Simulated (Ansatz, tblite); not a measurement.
## A script for KCl (GFN2-xTB)

These are simulated results from tblite 0.8.0, not measurements. The cell was built from a prototype and was relaxed with r2SCAN in plane waves (Ansatz 0.2.0). Not every such cell is a known phase. All runs are without spin polarisation.

The symmetry is P6_3/mmc (No. 194, hexagonal); a = 5.344 Å, c = 6.239 Å in the conventional setting, 38.57 Å³ an atom. Around K lie 5 Cl at 3.09–3.12 Å; around Cl lie 5 K at 3.09–3.12 Å.

tblite solves periodic systems at the zone centre alone, so the script builds a cluster of 2×2×2 conventional cells (32 atoms), which folds in a coarse mesh of k points.

run.py reads:

```python
import json
from ase import Atoms
from ase.build import make_supercell
from ase.units import Bohr, GPa, Hartree
from tblite.interface import Calculator

atoms = Atoms(['K', 'K', 'Cl', 'Cl'],
              cell=[[5.343672, -0.0, 0.0], [-2.671836, 4.627756, 0.0], [0.0, 0.0, 6.239053]],
              scaled_positions=[[0.333333, 0.666667, 0.25], [0.666667, 0.333333, 0.75], [0.666667, 0.333333, 0.25], [0.333333, 0.666667, 0.75]],
              pbc=True)
cluster = make_supercell(atoms, [[2, 0, 0], [0, 2, 0], [0, 0, 2]])
calc = Calculator('GFN2-xTB', cluster.numbers, cluster.positions / Bohr, lattice=cluster.cell[:] / Bohr, periodic=cluster.pbc)
calc.set('temperature', 0.02 / Hartree)
calc.set('max-iter', 150)
res = calc.singlepoint()
levels = res.get('orbital-energies') * Hartree
nv = round(res.get('orbital-occupations').sum() / 2)
cells = len(cluster) // len(atoms)
out = {'energy_per_cell': res.get('energy') * Hartree / cells, 'homo': levels[nv - 1], 'lumo': levels[nv],
       'stress': (-res.get('virial') * Hartree / cluster.get_volume() / GPa).tolist(), 'charges': res.get('charges')[:len(atoms)].tolist(), 'electrons': 2 * nv / cells}
json.dump(out, open('results.json', 'w'))
for key, value in out.items():
    print(key, value)
```

Command: `python run.py`. It took 2.3 s on 1 thread of Arm Neoverse V1, on a shared host, peak memory 0.096 GiB.

The log:

```
------------------------------------------------------------
  cycle        total energy    energy error   density error
------------------------------------------------------------
      1     -77.15292536857  -7.7177089E+01   4.6942984E-01
      2     -77.50187337667  -3.4894801E-01   2.0694242E-01
      3     -77.73329516691  -2.3142179E-01   1.4157826E-01
      4     -77.82698504800  -9.3689881E-02   4.1390666E-01
      5     -77.65375718487   1.7322786E-01   8.6755019E-01
      6     -77.63465224460   1.9104940E-02   9.0194281E-01
      7     -77.77709187551  -1.4243963E-01   5.9558658E-01
      8     -77.84981348993  -7.2721614E-02   3.4474041E-01
      9     -77.87084755866  -2.1034069E-02   2.1030645E-01
     10     -77.87812371843  -7.2761598E-03   1.2621100E-01
     11     -77.88071888728  -2.5951689E-03   7.3764940E-02
     12     -77.88161135544  -8.9246816E-04   4.2086397E-02
     13     -77.88191507542  -3.0371998E-04   2.2760132E-02
     14     -77.88201074362  -9.5668204E-05   1.1152639E-02
     15     -77.88203575593  -2.5012310E-05   4.7058194E-03
     16     -77.88204058301  -4.8270772E-06   1.6166989E-03
     17     -77.88204119706  -6.1405214E-07   4.1157308E-04
     18     -77.88204124071  -4.3645699E-08   3.6631561E-05
     19     -77.88204124084  -1.2752821E-10   3.5082860E-05
     20     -77.88204124108  -2.4050451E-10   1.4905764E-05
------------------------------------------------------------

 total:                                   1.631 sec
energy_per_cell -264.9097860720811
homo -12.525843168775378
lumo -10.362505955997804
stress [[0.8892670551772904, -0.0002906487028837631, 4.315476132831966e-06], [-0.0002906487028836538, 0.8889311425860382, -2.4966623472113835e-06], [4.3154761329576985e-06, -2.496662347187167e-06, 1.1383943462383666]]
charges [0.6858169983497181, 0.6858121044028095, -0.6858148237577146, -0.6858151517150605]
electrons 16.0
```

The cycle table is in hartree for the whole cluster, and the lines after it are in eV (the energy for one cell). The printed stress is in GPa and positive in compression, and the pressure is its mean diagonal.

GFN2-xTB gives a gap of 2.16 eV. On the same cell, plane-wave PBE (Ansatz, 6×6×4 k points and the special points) gives a gap of 4.77 eV and r2SCAN a gap of 5.35 eV; on shared hosts these took about 5 and 11 core-seconds on the 4-atom cell, against 2.3 for the script. Semilocal gaps usually lie below measured ones. xTB was fitted to molecules, so gaps, charges and pressures of solids can be far off, and the gap also depends on the size of the cluster.

The same script was run on cells scaled at fixed shape and fractional coordinates:

```tsv
volume (Å³/atom)	energy (meV/atom)	pressure (GPa, positive in compression)	gap (eV)
33.94	46.9	2.39	2.39
36.26	18.3	1.59	2.27
38.57	0.0	0.97	2.16
40.89	-10.4	0.48	2.07
43.20	-14.3	0.06	1.98
```

The minimum lies beyond the largest of these volumes.

xTB was fitted mostly to molecules, and a small cluster samples few k points, so gaps, pressures and kinks along a curve can be far from a solid's.
